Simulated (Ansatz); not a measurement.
# InP (F-43m) in Ansatz: a series of runs, part 3 of 3

Ansatz 0.2.0. The steps go on from the part before.

**6. Phonons, PBE**

input.yaml

```yaml
crystal:
  lattice:
    - [0.0, 2.9305, 2.9305]
    - [2.9305, 0.0, 2.9305]
    - [2.9305, 2.9305, 0.0]
  atoms:
    - { symbol: In, position: [0.0, 0.0, 0.0] }
    - { symbol: P, position: [0.75, 0.75, 0.75] }
hamiltonian:
  xc: pbe
  pseudopotentials: { kind: paw }
kpoints:
  mp_grid: { grid: [6, 6, 6] }
scf:
  occupations: { method: fixed }
phonons:
  method: dfpt
  dielectric: true
  rigid_motions: translations
  qmesh: [2, 2, 2]
  temperatures: { t_max: 1000, t_step: 100 }
  qpath:
    path:
      - [[0.0, 0.0, 0.0], [0.5, 0.0, 0.5], [0.5, 0.25, 0.75], [0.375, 0.375, 0.75], [0.0, 0.0, 0.0], [0.5, 0.5, 0.5], [0.625, 0.25, 0.625], [0.5, 0.25, 0.75], [0.5, 0.5, 0.5], [0.375, 0.375, 0.75]]
      - [[0.625, 0.25, 0.625], [0.5, 0.0, 0.5]]
    npoints: 8
```

Potentials or basis: Ansatz PAW.

Started as:

```bash
ansatz run input.yaml --threads 2 --pin off --max-ram 5632MiB --backend cpu --events-out ev --progress --plain --runs-dir out
```

Log:

```text
Warning: phonons: the dynamical matrix that this run interpolates holds no multipole term above the dipole-dipole one, and a site of this crystal is no centre of inversion, so its interpolated transverse optical and acoustic branches and sound speeds can stay off near Gamma, and the density of states and the thermodynamics with them. What a run solves at a wave vector of phonons.qpoints, Gamma apart, where the deck admits one, is free of this, and under fd what a larger phonons.supercell samples
Warning: RAYON_NUM_THREADS=2 ignored (pool sized by the plan → 2); use --threads N
Engine: ansatz 0.2.0, x86_64-unknown-linux-gnu
Pseudopotentials: kind: paw
Pseudopotential: In, paw, valence charge 13, recommended cutoff 420 eV (normal), In.paw.azcp
Pseudopotential: P, paw, valence charge 5, recommended cutoff 420 eV (normal), P.paw.azcp
Functional definition: PBE
  parameter kappa = 0.804
  parameter beta = 0.06672455060314922
  exchange = pbe_x(kappa = kappa, mu = beta*pi^2/3)
  correlation = pbe_c(beta = beta)
Crystal: 2 atoms, lattice volume = 50.333 Å³
Basis set: ecut = 420 eV, 941 PW (Γ), exchange–correlation on 60×60×60 points (8 copies of the dense FFT grid, shifted against one another)
Bands: 13, of which v1, the nominal top of the filled ones, is band 9 counted from 1 (8 counted from 0)
Symmetry: 24 space group operations
k-points: 46 of 216 (irreducible under 4 space group operations, time reversal used)
Non-local potential: In, projectors of the file, l = 0: 2, l = 1: 2, l = 2: 2, l = 3: 2
Non-local potential: P, projectors of the file, l = 0: 2, l = 1: 2, l = 2: 2
PAW form: soft (Blöchl's): semilocal exchange-correlation on the pseudo side does not see the compensation charge
PAW one-centre angular grid: In, 590 points (default); XC on 64 Gauss nodes
PAW one-centre angular grid: P, 110 points (default); XC on 64 Gauss nodes
Initial density: superposition of atomic densities (neutral atoms: chi_scale 0, normalization atom), corrected by the library's trained network
Initial wavefunctions: pseudopotential atomic-orbital guess
Functional: x = pbe(κ = 0.804, μ = 0.2195149727645171), c = pbe(β = 0.06672455060314922)
SCF iter   1: F=—  HF=-6353.972337 eV  |F-HF|=—  |Δ(HF+E_count)|=         —  Δρ=1.77e-3  dr2=3.19e-3  ethr=1.77e-3  ⟨swp⟩=5.1  Hψ=3175  notcnv=0  defer=82
preconditioner: auto → none  [insulator: Δε(μ)=0.702 eV  Ē_g=14.748 eV  n_scr=14 (ndim 8)  ℏωp=22.2 eV  f_vac=0.021  ε∞_Penn≈3.3]
SCF iter   2: F=—  HF=-6353.970493 eV  |F-HF|=—  |Δ(HF+E_count)|=   1.84e-3  Δρ=1.14e-3  dr2=6.48e-4  ethr=1.77e-5  ⟨swp⟩=3.0  Hψ=1564  notcnv=0  defer=88
SCF iter   3: F=—  HF=-6353.970303 eV  |F-HF|=—  |Δ(HF+E_count)|=   1.90e-4  Δρ=3.52e-4  dr2=6.06e-5  ethr=3.60e-6  ⟨swp⟩=2.0  Hψ=1110  notcnv=0  defer=86
SCF iter   4: F=—  HF=-6353.970341 eV  |F-HF|=—  |Δ(HF+E_count)|=   3.83e-5  Δρ=1.39e-4  dr2=7.11e-6  ethr=3.37e-7  ⟨swp⟩=2.0  Hψ=1096  notcnv=0  defer=81
SCF iter   5: F=—  HF=-6353.970340 eV  |F-HF|=—  |Δ(HF+E_count)|=   1.66e-6  Δρ=3.93e-5  dr2=1.02e-6  ethr=3.95e-8  ⟨swp⟩=2.0  Hψ=1012  notcnv=0  defer=75
SCF iter   6: F=—  HF=-6353.970341 eV  |F-HF|=—  |Δ(HF+E_count)|=   1.55e-6  Δρ=5.66e-6  dr2=2.76e-8  ethr=5.69e-9  ⟨swp⟩=3.0  Hψ=1111  notcnv=0  defer=72
[... 61 lines left out ...]
  ε⁰ (static dielectric tensor: ions relaxed, cell fixed):
       13.687706    -0.000000    -0.000000
       -0.000000    13.687706     0.000000
       -0.000000     0.000000    13.687706
  ε⁰ − ε∞ (ionic part):
        2.779335    -0.000000    -0.000000
       -0.000000     2.779335    -0.000000
       -0.000000    -0.000000     2.779335
  softest optical mode at Γ: 303.56 cm⁻¹; the repairs (sum rule, projections) moved no ω² at Γ by more than (0.68 cm⁻¹)²
  Born effective charges Z* (e; rows j = field, columns β = displacement):
    site 0:
         2.52797   -0.00000   -0.00000
         0.00000    2.52797    0.00000
        -0.00000    0.00000    2.52797
    site 1:
        -2.52797    0.00000    0.00000
        -0.00000   -2.52797   -0.00000
         0.00000   -0.00000   -2.52797
  Z* charge neutrality: 1.825e-4 e pre-enforcement
  solved inside a basis spanned on kpoints, on 8×8×8 k-points transformed towards the longest dipole: ε∞ is read to err by 3.6e-2, Z* by 1.4e-2 e (field_mesh: kpoints solves on kpoints); Z* is corrected for what the basis lacks
  optical modes at Γ without the LO–TO term, one row a degenerate level:
      ω (cm⁻¹)  modes    IR ((D/Å)²/amu)
        303.56      3            18.1324
  optical modes at Γ + LO–TO along q̂ = [1.0000, 0.0000, 0.0000]:
      ω (cm⁻¹)  modes    IR ((D/Å)²/amu)
        303.56      2            12.0883
        340.04      1             6.0441
  optical modes at Γ + LO–TO along q̂ = [0.0000, 1.0000, 0.0000]:
      ω (cm⁻¹)  modes    IR ((D/Å)²/amu)
        303.56      2            12.0883
        340.04      1             6.0441
  optical modes at Γ + LO–TO along q̂ = [0.0000, 0.0000, 1.0000]:
      ω (cm⁻¹)  modes    IR ((D/Å)²/amu)
        303.56      2            12.0883
        340.04      1             6.0441
--- Phonons (arbitrary-q DFPT): 3 irreducible q on the 2×2×2 mesh ---
  q = [0.0000, 0.0000, 0.0000] (star 1, of the zone-centre solve; hermiticity 1.46e-6, symmetrization 1.10e-13): 0.00 0.00 0.00 303.56 303.56 303.56
  q = [0.0000, 0.0000, -0.5000] (star 4, 2 solved perturbations on 68 of 216 k-point pairs; hermiticity 2.70e-7, symmetrization 8.66e-13): 49.03 49.03 164.86 311.17 311.17 333.58
  q = [0.0000, -0.5000, -0.5000] (star 3, 4 solved perturbations in 152 linear systems a pass and spin channel, the states on 46 of 216 k-point pairs; hermiticity 1.47e-7, symmetrization 3.68e-13): 61.18 61.18 179.56 321.61 321.61 325.96
  sum rule: each row above includes the acoustic sum rule's correction from the zone centre's row sums; it moved no ω² by more than (0.38 cm⁻¹)²
  mesh force constants: q→R imaginary residual 5.04e-17; ASR residual 2.495e-5 → 0.000e0 eV/Å²; symmetrization residual 7.105e-15 eV/Å²
  interpolated dispersion: 83 rows × 6 modes
  density of states and harmonic sums: on the 18×18×18 q-mesh, interpolated from the force constants of a 2×2×2 supercell (with the dipole–dipole term)
  largest difference from the sums on the solved wave vectors: F 6.27e-2 eV, S 9.50e-5 and C_V 3.22e-5 eV/K
  zero-point energy: 0.076523 eV/cell   skipped modes (ω ≤ 0): 3   left out of the sums: 8.57e-5 of the cell's modes: C_V's classical limit lies that fraction below 3 k_B per atom; for a crystal, a wire or a layer, F and S can be off by more, and a phonons.interpolated_qmesh denser along its periods is the remedy for the sampling
```

Run time: 37 s. Hardware: 2 threads of Intel Xeon at 2.70GHz, shared host; peak memory 0.56 GiB.

Results:

```yaml
Free_energy: -6353.9703 eV
Band_gap_on_the_k_mesh: 0.71 eV, direct
Highest_phonon_frequency_LO-TO_splitting_left_out: 334 cm⁻¹
```

Levels at points of the mesh, in eV from the valence-band top:
```tsv
k point	band 5	band 6	band 7	band 8	band 9	band 10	band 11	band 12	band 13
(0.00, 0.00, 0.00)	-14.04	-11.52	0.00	0.00	0.00	0.71	4.09	4.09	4.09
(0.00, 0.00, -0.50)	-14.03	-9.79	-5.73	-0.97	-0.97	1.50	4.80	4.80	7.10
(0.00, -0.50, -0.50)	-14.01	-9.14	-5.75	-2.32	-2.32	1.76	2.27	9.21	9.58
(-0.50, 0.00, 0.00)	-14.03	-9.79	-5.73	-0.97	-0.97	1.50	4.80	4.80	7.10
(-0.50, 0.00, -0.50)	-14.01	-9.14	-5.75	-2.32	-2.32	1.76	2.27	9.21	9.58
```

Phonon frequencies in cm⁻¹ (negative: imaginary):
```csv
q point,frequencies
"(0.000, 0.000, 0.000)",0 0 0 304 304 304
"(0.000, 0.000, -0.500)",49 49 165 311 311 334
"(0.000, -0.500, -0.500)",61 61 180 322 322 326
```

Caveat: spin-orbit coupling is left out, which moves the levels of the heavy elements; the q mesh is small, so phonon branches between its points and thermal values are rough.

**7. The runs side by side**

```csv
task,level,k mesh,smearing,atoms under strain,points for each segment of the path,q mesh,mesh quality,gap on the mesh (eV),pressure (GPa)
elastic constants,PBEsol,6 × 6 × 6,fixed,relaxed,-,-,not flagged,0.61,0.6
band structure,PBEsol0,4 × 4 × 4,fermi-dirac 0.05 eV,-,4,-,coarse,2.09,-0.4
band structure,B3LYP,4 × 4 × 4,fermi-dirac 0.05 eV,-,4,-,coarse,1.78,4.6
Born charges and dielectric tensor,LDA,8 × 8 × 8,fixed,-,-,-,not flagged,0.48,-
phonons,PBE,6 × 6 × 6,fixed,-,8,2 × 2 × 2,not flagged,0.71,-
```

Alike in all rows: potentials or basis Ansatz PAW; no spin polarisation; cell as given; cutoff (eV) 420.

Caveats: some runs use coarse meshes; spin-orbit coupling is left out, which moves the levels of the heavy elements; the PAW data sets come from PBE, with cores solved anew for the run's functional, which leaves a small shift of forces and pressure (some runs); the thresholds are loose for stress (some runs); the gap is small at this level, which inflates the dielectric constant (some runs).

Total energies depend on the potentials used, so only differences within one code and one set of settings carry meaning.

**8. Comparison with measurements**

Step 2. Against the measured gap of InP, 1.4236 eV (direct; 1.6 K; a printed reference work, data compilation), the calculated 0.61 eV is off by -0.81 eV. Spin-orbit coupling on In is left out. The value is that of PBEsol, without temperature or zero-point motion. Semilocal functionals fall short of measured gaps as a rule.

Step 5. Against the measured gap of InP, 1.4236 eV (direct; 1.6 K; a printed reference work, data compilation), the calculated 0.48 eV is off by -0.94 eV. Spin-orbit coupling on In is left out. The value is that of LDA, without temperature or zero-point motion. Semilocal functionals fall short of measured gaps as a rule. A measured high-frequency dielectric constant of InP is 9.61 (300 K; a printed reference work, textbook); the calculated 12.00 misses it by +24.8 %.

Step 6. A measured gap of InP is 1.4236 eV (direct; 1.6 K; a printed reference work, data compilation); the calculated 0.71 eV misses it by -0.71 eV. Spin-orbit coupling on In is left out. The value is that of PBE, without temperature or zero-point motion. Semilocal functionals fall short of measured gaps as a rule.
